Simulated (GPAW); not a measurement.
# PbSe (Clausthalite) (Fm-3m) in GPAW: reference runs

Aim: a first look at PbSe (Clausthalite) with PBEsol, on the cell as given and on a disturbed one.

Everything below comes from runs of GPAW 26.7.0. Logs are shortened: lines on timing, memory, paths and dates and some standing lists are left out, and cuts for length are marked. The log counts tension as positive stress, the text compression.

**Measured values to compare with.**

A printed reference work, monograph reports, for a bulk crystal of PbSe at 4.2 K: band gap 0.15 eV (direct).

The results are compared with them further down.

### 1 Starting point

The structure is cubic, space group Fm-3m (No. 225). Conventional cell: a = 6.121 Å, b = 6.121 Å, c = 6.121 Å, α = 90.00°, β = 90.00°, γ = 90.00°. Around Pb (site symmetry m-3m) lie 6 Se at 3.06 Å. Around Se (site symmetry m-3m) lie 6 Pb at 3.06 Å.

### 2 Single point, PBEsol

run.py

```python
from ase import Atoms
from ase.dft.bandgap import bandgap
from ase.io import write
from ase.units import Bohr, GPa
from gpaw import GPAW, PW, setup_paths
from gpaw.elf import elf_from_dft_calculation

setup_paths.insert(0, '.')

atoms = Atoms(['Pb', 'Se'],
              cell=[[0.0, 3.06065, 3.06065],
                    [3.06065, 0.0, 3.06065],
                    [3.06065, 3.06065, 0.0]],
              scaled_positions=[[0.0, 0.0, 0.0],
                                [0.5, 0.5, 0.5]],
              pbc=True)

calc = GPAW(mode=PW(600),
            xc='PBEsol',
            kpts={'size': (8, 8, 8), 'gamma': True},
            occupations={'name': 'fermi-dirac', 'width': 0.05},
            nbands=19,
            convergence={'density': 1e-05, 'energy': 1e-05},
            maxiter=150,
            txt='gpaw.txt')
atoms.calc = calc
energy = atoms.get_potential_energy()
forces = atoms.get_forces()
stress = atoms.get_stress()
calc.write('gs.gpw')
write('result.traj', atoms)
print(f'Energy: {energy:.6f} eV')
print('Forces (eV/A):')
print(forces.round(4))
print('Stress (GPa):', (stress / GPa).round(3))
print('Fermi level:', round(calc.get_fermi_level(), 4), 'eV')
print(f'Gap: {bandgap(calc)[0]:.4f} eV, direct: {bandgap(calc, direct=True)[0]:.4f} eV')

# fields on the real-space grid
write('density.cube', atoms, data=calc.get_pseudo_density() * Bohr**3)
write('potential.cube', atoms, data=calc.get_electrostatic_potential())
write('elf.cube', atoms, data=elf_from_dft_calculation(calc).data)
```

Potentials or basis: PAW data sets generated in the run's folder for this functional, pw.

Launch:

```bash
$ gpaw-setup -f PBEsol Pb Se
$ OMP_NUM_THREADS=1 python run.py
```

gpaw.txt:

```text
__  _  _
 | _ |_)|_||  |
 |__||  | ||/\| - 26.7.0

Input parameters:
  mode=PW(ecut=600.0),
  convergence={'density': 1e-05, 'energy': 1e-05},
  kpts=MonkhorstPack(size=(8, 8, 8), gamma=True),
  maxiter=150,
  nbands=19,
  occupations=Occupations(name='fermi-dirac', width=0.05),
  xc=XC(name='PBEsol')

Diagonalizing LCAO Hamiltonian
Converting LCAO to pw mode

                Se

       Pb

Atoms  # Å, Bohr magnetons
|   | symbol |        x |        y |        z |    initial magnetic moments |
|---|--------|----------|----------|----------|-----------------------------|
| 0 |     Pb | 0.000000 | 0.000000 | 0.000000 | ( 0.0000,  0.0000,  0.0000) |
| 1 |     Se | 3.060650 | 3.060650 | 3.060650 | ( 0.0000,  0.0000,  0.0000) |

Unit cell  # Å
| periodic |        x |        y |        z |  lengths |    angles |
|----------|----------|----------|----------|----------|-----------|
|      yes | 0.000000 | 3.060650 | 3.060650 | 4.328413 | 60.000000 |
|      yes | 3.060650 | 0.000000 | 3.060650 | 4.328413 | 60.000000 |
|      yes | 3.060650 | 3.060650 | 0.000000 | 4.328413 | 60.000000 |

Number of symmetries: 48
Symmetry operations  # r_c * U_cc + t_c -> r_c
|    | kind |            matrix            |
|----|------|------------------------------|
|  0 |  σ   |  1, 0, 0,  1, 0,-1,  1,-1, 0 |
|  1 |  C2  |  1, 0, 0,  1,-1, 0,  1, 0,-1 |
|  2 |  E   |  1, 0, 0,  0, 1, 0,  0, 0, 1 |
|  3 |  σ   |  1, 0, 0,  0, 0, 1,  0, 1, 0 |
|  4 |  C4  |  1, 0,-1,  1, 0, 0,  1,-1, 0 |
|  5 |  S6  |  1, 0,-1,  1,-1, 0,  1, 0, 0 |
|  6 |  σ   |  1, 0,-1,  0, 1,-1,  0, 0,-1 |
|  7 |  C3  |  1, 0,-1,  0, 0,-1,  0, 1,-1 |
|  8 |  S6  |  1,-1, 0,  1, 0, 0,  1, 0,-1 |
|  9 |  C4  |  1,-1, 0,  1, 0,-1,  1, 0, 0 |
| 10 |  C3  |  1,-1, 0,  0,-1, 1,  0,-1, 0 |
| 11 |  σ   |  1,-1, 0,  0,-1, 0,  0,-1, 1 |
| 12 |  σ   |  0, 1, 0,  1, 0, 0,  0, 0, 1 |
| 13 |  C4  |  0, 1, 0,  0, 1,-1, -1, 1, 0 |
| 14 |  C3  |  0, 1, 0,  0, 0, 1,  1, 0, 0 |
| 15 |  S6  |  0, 1, 0, -1, 1, 0,  0, 1,-1 |
| 16 |  C2  |  0, 1,-1,  1, 0,-1,  0, 0,-1 |
| 17 |  σ   |  0, 1,-1,  0, 1, 0, -1, 1, 0 |
| 18 |  S4  |  0, 1,-1,  0, 0,-1,  1, 0,-1 |
| 19 |  C4  |  0, 1,-1, -1, 1, 0,  0, 1, 0 |
| 20 |  C3  |  0, 0, 1,  1, 0, 0,  0, 1, 0 |
| 21 |  σ   |  0, 0, 1,  0, 1, 0,  1, 0, 0 |
| 22 |  S6  |  0, 0, 1,  0,-1, 1, -1, 0, 1 |
| 23 |  C4  |  0, 0, 1, -1, 0, 1,  0,-1, 1 |
| 24 |  S4  |  0, 0,-1,  1, 0,-1,  0, 1,-1 |
| 25 |  C3  |  0, 0,-1,  0, 1,-1,  1, 0,-1 |
| 26 |  C2  |  0, 0,-1,  0,-1, 0, -1, 0, 0 |
| 27 |  S6  |  0, 0,-1, -1, 0, 0,  0,-1, 0 |
| 28 |  S4  |  0,-1, 1,  1,-1, 0,  0,-1, 0 |
| 29 |  C4  |  0,-1, 1,  0, 0, 1, -1, 0, 1 |
| 30 |  C2  |  0,-1, 1,  0,-1, 0,  1,-1, 0 |
| 31 |  σ   |  0,-1, 1, -1, 0, 1,  0, 0, 1 |
| 32 |  C3  |  0,-1, 0,  1,-1, 0,  0,-1, 1 |
| 33 |  S6  |  0,-1, 0,  0, 0,-1, -1, 0, 0 |
| 34 |  S4  |  0,-1, 0,  0,-1, 1,  1,-1, 0 |
| 35 |  C2  |  0,-1, 0, -1, 0, 0,  0, 0,-1 |
| 36 |  C2  | -1, 1, 0,  0, 1, 0,  0, 1,-1 |
| 37 |  S6  | -1, 1, 0,  0, 1,-1,  0, 1, 0 |
| 38 |  S4  | -1, 1, 0, -1, 0, 1, -1, 0, 0 |
| 39 |  C3  | -1, 1, 0, -1, 0, 0, -1, 0, 1 |
| 40 |  S6  | -1, 0, 1,  0, 0, 1,  0,-1, 1 |
| 41 |  C2  | -1, 0, 1,  0,-1, 1,  0, 0, 1 |
| 42 |  C3  | -1, 0, 1, -1, 1, 0, -1, 0, 0 |
| 43 |  S4  | -1, 0, 1, -1, 0, 0, -1, 1, 0 |
| 44 |  C2  | -1, 0, 0,  0, 0,-1,  0,-1, 0 |
| 45 |  i   | -1, 0, 0,  0,-1, 0,  0, 0,-1 |
| 46 |  σ   | -1, 0, 0, -1, 1, 0, -1, 0, 1 |
| 47 |  C2  | -1, 0, 0, -1, 0, 1, -1, 1, 0 |

BZ-sampling:
  Number of BZ points: 512
  Number of IBZ points: 29

  Monkhorst-Pack size: [8, 8, 8]
  Monkhorst-Pack shift: [0.0625, 0.0625, 0.0625]
[... 62 lines left out ...]
    |    d |        |       6.017 |    1.217 |

    Using partial waves for Pb as LCAO basis

  Se:
    name:    Selenium
    Z:       34.0
    valence: 6
    core:    28
    charge:  0.0  # [|e|]
    compensation charges:
      type: gauss
      rc: 0.27  # [Å]
      lmax: 2
    cutoffs:
      filter: 1.77  # [Å]
      core: 2.67  # [Å]
    projectors
    | kind |    occ | energy [eV] | rcut [Å] |
    |------|--------|-------------|----------|
    |   4s |  2.000 |     -17.281 |    0.847 |
    |   4p |  4.000 |      -6.511 |    1.005 |
    |    s |        |       9.930 |    0.847 |
    |    p |        |      20.700 |    1.005 |
    |    d |        |       0.000 |    0.847 |

    Using partial waves for Se as LCAO basis

Reference energy: -633181.325866  # eV

eigensolver:
  PPCG
  Converge bands: occupied
  niter=2

density mixing:
  MSR1-Mixer
  Pratt-step length: 0.05
  Maximum mixing coefficient: 0.75
  Old densities: 10
  SVD Regularization: 0.005
  Good broyden scale: 1.0
  Trust region scale: 1.0
  Backstep threshold: 4.0
  History deletion threshold: 6.0
  Fourier metric: weight=20.0, sigma=0.015

occupation numbers:
  Fermi-Dirac:
    width: 0.0500  # eV

poisson solver:
  ecut: 4800.0  # eV

xc functional:
  name: PBEsol with 2 nearest neighbor stencil

convergence criteria:
- Maximum integral of absolute [dens]ity change: 1e-05 electrons / valence electron
- Maximum [total energy] change in last 3 cyles: 1e-05 eV / valence electron
- Maximum integral of absolute [eigenst]ate change: 4e-08 eV^2 / valence electron
maximum number of iterations: 150

SCF iterations
|iter     | |      energy | eigst |  dens |
|---------|-|-------------|-------|-------|
|iter:   1| |   -9.367905 | -0.24 |       |
|iter:   2| |   -9.314753 | -2.07 | -1.26 |
|iter:   3| |   -9.135830 | -2.02 | -1.31 |
|iter:   4| |   -9.135124 | -3.88 | -1.91 |
|iter:   5| |   -9.135183 | -4.53 | -2.33 |
|iter:   6| |   -9.135195c| -5.74 | -3.29 |
|iter:   7| |   -9.135196c| -6.81 | -3.86 |
|iter:   8| |   -9.135197c| -7.80c| -4.54 |
|iter:   9| |   -9.135197c| -7.96c| -5.32c|

Converged in 9 steps
Energy contributions relative to reference atoms: (reference = -633181.325866)

Energy contributions:
  Kinetic:          16.368468
  Coulomb:         -16.963504
  Zero:             -0.076917
  External:          0.000000
  Xc:               -8.462882
  Entropy:          -0.000724
  Spinorbit:         0.000000
  ----------------------------
  Free energy:      -9.135559
  Extrapolated:     -9.135197

dipole moment: (-25.904580, -25.904580, -25.904580)  # |e|*Ang

Fermi level: 6.058
Eigenvalues  # (at kpt = [0.000, 0.000, 0.000])
| band index |      eig [eV] | occ [0-2] |
|------------|---------------|-----------|
|          0 |       -10.806 |     2.000 |
|        ... |               |           |
|          2 |       -10.802 |     2.000 |
|          3 |       -10.802 |     2.000 |
|          4 |       -10.802 |     2.000 |
|          5 |        -7.649 |     2.000 |
|          6 |        -0.316 |     2.000 |
|          7 |         4.065 |     2.000 |
[... 9 lines left out ...]
|         17 |        14.222 |     0.000 |
|         18 |        14.921 |     0.000 |

Gap: 0.155 eV
Transition (v -> c):
  (s=0, k=28, n=9, [0.50, 0.50, 0.50]) -> (s=0, k=28, n=10, [0.50, 0.50, 0.50])
No difference between direct/indirect transitions

Forces  # eV/Ang
|       x |        y |        z |
|---------|----------|----------|
| 0.00000 | -0.00000 | -0.00000 |  # Pb   0
| 0.00000 |  0.00000 |  0.00000 |  # Se   1

Stress tensor  # eV/Ang^3
|        x |         y |         z |
|----------|-----------|-----------|
| 0.004469 |  0.000000 |  0.000000 |
| 0.000000 |  0.004469 | -0.000000 |
| 0.000000 | -0.000000 |  0.004469 |

# Writing to gs.gpw (mode='')
```

Wall time 25 s (1 thread of Intel Xeon Platinum 8259CL at 2.50GHz (Skylake/Cascade Lake), shared host); peak memory 0.17 GiB.

Results:

| Item | Value |
| --- | --- |
| Free energy | -9.1356 eV |
| Pressure | -0.7 GPa |
| Band gap on the k mesh | 0.16 eV, direct |

Caveat: spin-orbit coupling is left out, which as a rule narrows the gap of such compounds by several tenths of an eV.

### 3 Single point, PBEsol (atoms moved at random, drawn with an rms of 0.05 Å)

Edit run.py of step 2 so:

```diff
@@ -3,5 +3,4 @@
 from ase.io import write
-from ase.units import Bohr, GPa
+from ase.units import GPa
 from gpaw import GPAW, PW, setup_paths
-from gpaw.elf import elf_from_dft_calculation
 
@@ -13,4 +12,4 @@
                     [3.06065, 3.06065, 0.0]],
-              scaled_positions=[[0.0, 0.0, 0.0],
-                                [0.5, 0.5, 0.5]],
+              scaled_positions=[[-0.002248, -0.003165, -0.000602],
+                                [0.503088, 0.499995, 0.492699]],
               pbc=True)
@@ -37,6 +36 @@
 print(f'Gap: {bandgap(calc)[0]:.4f} eV, direct: {bandgap(calc, direct=True)[0]:.4f} eV')
-
-# fields on the real-space grid
-write('density.cube', atoms, data=calc.get_pseudo_density() * Bohr**3)
-write('potential.cube', atoms, data=calc.get_electrostatic_potential())
-write('elf.cube', atoms, data=elf_from_dft_calculation(calc).data)
```

Potentials or basis: PAW data sets generated in the run's folder for this functional, pw.

Launch:

```bash
$ gpaw-setup -f PBEsol Pb Se
$ OMP_NUM_THREADS=1 python run.py
```

gpaw.txt:

```text
__  _  _
 | _ |_)|_||  |
 |__||  | ||/\| - 26.7.0

Input parameters:
  mode=PW(ecut=600.0),
  convergence={'density': 1e-05, 'energy': 1e-05},
  kpts=MonkhorstPack(size=(8, 8, 8), gamma=True),
  maxiter=150,
  nbands=19,
  occupations=Occupations(name='fermi-dirac', width=0.05),
  xc=XC(name='PBEsol')

Diagonalizing LCAO Hamiltonian
Converting LCAO to pw mode

                Se

       Pb

Atoms  # Å, Bohr magnetons
|   | symbol |         x |         y |         z |    initial magnetic moments |
|---|--------|-----------|-----------|-----------|-----------------------------|
| 0 |     Pb | -0.011529 | -0.008723 | -0.016567 | ( 0.0000,  0.0000,  0.0000) |
| 1 |     Se |  3.038289 |  3.047755 |  3.070086 | ( 0.0000,  0.0000,  0.0000) |

Unit cell  # Å
| periodic |        x |        y |        z |  lengths |    angles |
|----------|----------|----------|----------|----------|-----------|
|      yes | 0.000000 | 3.060650 | 3.060650 | 4.328413 | 60.000000 |
|      yes | 3.060650 | 0.000000 | 3.060650 | 4.328413 | 60.000000 |
[... 157 lines left out ...]
  Coulomb:         -16.973891
  Zero:             -0.076872
  External:          0.000000
  Xc:               -8.464993
  Entropy:          -0.000654
  Spinorbit:         0.000000
  ----------------------------
  Free energy:      -9.135472
  Extrapolated:     -9.135145

dipole moment: (25.704623, 25.756402, 25.649215)  # |e|*Ang

Fermi level: 6.059
Eigenvalues  # (at kpt = [0.000, 0.000, 0.000])
| band index |      eig [eV] | occ [0-2] |
|------------|---------------|-----------|
|          0 |       -10.805 |     2.000 |
|        ... |               |           |
|          2 |       -10.801 |     2.000 |
|          3 |       -10.801 |     2.000 |
|          4 |       -10.801 |     2.000 |
|          5 |        -7.650 |     2.000 |
|          6 |        -0.315 |     2.000 |
|          7 |         4.063 |     2.000 |
[... 9 lines left out ...]
|         17 |        14.222 |     0.000 |
|         18 |        14.923 |     0.000 |

Gap: 0.160 eV
Transition (v -> c):
  (s=0, k=259, n=9, [0.50, 0.50, 0.50]) -> (s=0, k=259, n=10, [0.50, 0.50, 0.50])
No difference between direct/indirect transitions

Forces  # eV/Ang
|        x |        y |        z |
|----------|----------|----------|
| -0.00254 | -0.00098 |  0.00584 |  # Pb   0
|  0.00255 |  0.00098 | -0.00585 |  # Se   1

Stress tensor  # eV/Ang^3
|         x |         y |        z |
|-----------|-----------|----------|
|  0.004448 | -0.000003 | 0.000017 |
| -0.000003 |  0.004474 | 0.000006 |
|  0.000017 |  0.000006 | 0.004305 |

# Writing to gs.gpw (mode='')
```

stdout:

```text
Energy: -9.135145 eV
Forces (eV/A):
[[-0.0025 -0.001   0.0058]
 [ 0.0025  0.001  -0.0058]]
Stress (GPa): [ 0.713  0.717  0.69   0.001  0.003 -0.   ]
Fermi level: 6.0585 eV
Gap: 0.1602 eV, direct: 0.1602 eV
```

Run time: 2.3 min. Hardware: 1 thread of Intel Xeon Platinum 8259CL at 2.50GHz (Skylake/Cascade Lake), shared host; peak memory 0.4 GiB.

Results:

| Quantity | Value |
| --- | --- |
| Free energy | -9.1355 eV |
| Pressure | -0.7 GPa |
| Largest force | 0.006 eV/Å |
| Band gap on the k mesh | 0.16 eV, direct |

Forces in eV/Å, atoms in the order of the input:
```
Pb  -0.003 -0.001  0.006
Se   0.003  0.001 -0.006
```

Levels at points of the mesh, in eV from the valence-band top:
```csv
k point,band 7,band 8,band 9,band 10,band 11,band 12,band 13,band 14
"(0.00, 0.00, 0.00)",-6.29,-1.92,-1.91,-1.91,4.62,4.62,4.62,6.42
"(0.00, 0.00, 0.50)",-8.80,-1.50,-1.50,-0.02,0.18,1.60,1.60,8.38
"(0.00, 0.50, 0.00)",-8.80,-1.50,-1.50,0.00,0.16,1.60,1.60,8.38
"(0.00, 0.50, 0.50)",-7.36,-5.06,-3.29,-3.29,3.55,5.53,5.53,5.96
"(0.50, 0.00, 0.00)",-8.80,-1.50,-1.50,-0.01,0.17,1.60,1.60,8.38
"(0.50, 0.00, 0.50)",-7.36,-5.06,-3.29,-3.29,3.55,5.53,5.54,5.95
"(0.50, 0.50, 0.00)",-7.36,-5.06,-3.29,-3.29,3.55,5.53,5.53,5.96
"(0.50, 0.50, 0.50)",-8.80,-1.50,-1.50,0.00,0.16,1.60,1.60,8.38
```

Caveat: spin-orbit coupling is left out, which as a rule narrows the gap of such compounds by several tenths of an eV.

### 4 How close it comes

Step 2. Measured gap of PbSe: 0.15 eV (direct; 4.2 K; a printed reference work, monograph). This calculation gives 0.16 eV (+0.01 eV). 2 values of this kind are on record (0.15 to 0.28 eV); this one was drawn at random. Spin-orbit coupling on Pb, Se is left out. The value is that of PBEsol on a finite k mesh, which can miss the band edges, without temperature or zero-point motion.
